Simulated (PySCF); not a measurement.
# Malononitrile (C3H2N2): geometry, NMR shifts and spin-spin couplings

Aim: predict the NMR shifts and spin-spin couplings of Malononitrile (C3H2N2) (`N#CCC#N`).

Computed with PySCF 2.14.0, with density-fitted response routines of our own, on a single molecule in the gas phase. Atoms count from 0, in the outputs and in this text.

## (1) The molecule as given

7 atoms, charge 0, multiplicity 1; geometry from: MMFF94s.

Bonds of the start (Å): N0–C1 1.16, C1–C2 1.46, C2–C3 1.46, C3–N4 1.16, C2–H5 1.10, C2–H6 1.10.

## (2) Relaxing the molecule at PBE0-D3(BJ)/def2-SVP

What the job is given:

```
{"job": {"xc": "PBE0", "basis": "def2-SVP", "d3": "d3bj", "grid": 1, "kind": "geom"}, "charge": 0, "multiplicity": 1}
N     -2.202978     0.976342     0.002828
C     -1.220185     0.358711     0.005000
C     -0.000226    -0.451230     0.008514
C      1.220543     0.357047    -0.018505
N      2.203954     0.973336    -0.039613
H      0.007911    -1.090545     0.898684
H     -0.009018    -1.123661    -0.856907
```

On the command line:

```sh
> OMP_NUM_THREADS=1 python probes_run.py task.json out
```

One launch serves the whole session: the jobs run in the order shown.

**Question.** This job is followed by: GIAO PBE0/pcSseg-1 NMR shielding, non-relativistic, gas phase; B3LYP/pcJ-1 indirect spin-spin coupling, non-relativistic, gas phase. Predict these results of the whole session: point group; rotational constants (main isotopes); ¹³C shifts against TMS (PBE0/pcSseg-1, means over atoms taken as alike); ¹H shifts against TMS (PBE0/pcSseg-1, means over atoms taken as alike); ¹⁵N shifts against NH3 (PBE0/pcSseg-1, means over atoms taken as alike); largest coupling of the table (B3LYP/pcJ-1).

The runs gave:

| quantity | value |
| --- | --- |
| point group | C2v |
| rotational constants (main isotopes) | 21.11, 2.93, 2.61 GHz |
| ¹³C shifts against TMS (PBE0/pcSseg-1, means over atoms taken as alike) | 114.0, 7.5 ppm |
| ¹H shifts against TMS (PBE0/pcSseg-1, means over atoms taken as alike) | 3.05 ppm |
| ¹⁵N shifts against NH3 (PBE0/pcSseg-1, means over atoms taken as alike) | 315.8 ppm |
| largest coupling of the table (B3LYP/pcJ-1) | ¹J(C,H) C2–H5, 146.1 Hz |

What this shows: The optimisation took 2 steps and gained 0.006 eV; among the close pairs (by a distance rule), C2–H6 changed most, from 1.096 to 1.103 Å. The most deshielded carbon is C1, C3 (mean) (nitrile carbon), at 114.0 ppm: C≡N carbons fall here, among the sp2 signals but without a proton. At PBE0/pcSseg-1: The widest tensor belongs to N0, N4: span 533 ppm, with a paramagnetic part of -388 ppm. Of the pairs tabulated at B3LYP/pcJ-1, C2–H5 (mean over like pairs) couples most strongly (146.1 Hz; Fermi contact 144.6 Hz). The 2 measured couplings differ from the computed sizes by 1.6 Hz on average; vibrational averaging and surroundings are not included.
